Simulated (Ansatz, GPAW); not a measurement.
# Zr: 3 runs at one level of theory

```
CELL_PARAMETERS angstrom
3.23200 0.00000 0.00000
-1.61600 2.79899 0.00000
0.00000 0.00000 5.14700
ATOMIC_POSITIONS crystal
Zr 0.66667 0.33333 0.75000
Zr 0.33333 0.66667 0.25000
```

Alike in all runs: task single point; functional PBE; k mesh 9 × 9 × 5; occupations gaussian, width 0.012 eV; no spin polarisation; no spin-orbit coupling. Pressure is positive in compression and, in plane waves, holds the error of the finite cutoff, which Ansatz's Pulay term estimates and takes out.

```tsv
program and potentials	plane-wave cutoff (eV)	notes	pressure (GPa)
Ansatz, Ansatz PAW	420	-	?
Ansatz, all-electron LAPW, scalar-relativistic	-	-	0.60
GPAW, GPAW PAW data sets (gpaw-data 1.2.1)	600	-	0.25
```

Problem. Estimate from the other rows what the run with Ansatz, Ansatz PAW gave.

Solution. Pressure 0.58 GPa. The other rows, which needn't bracket it: pressure 0.25 to 0.60.
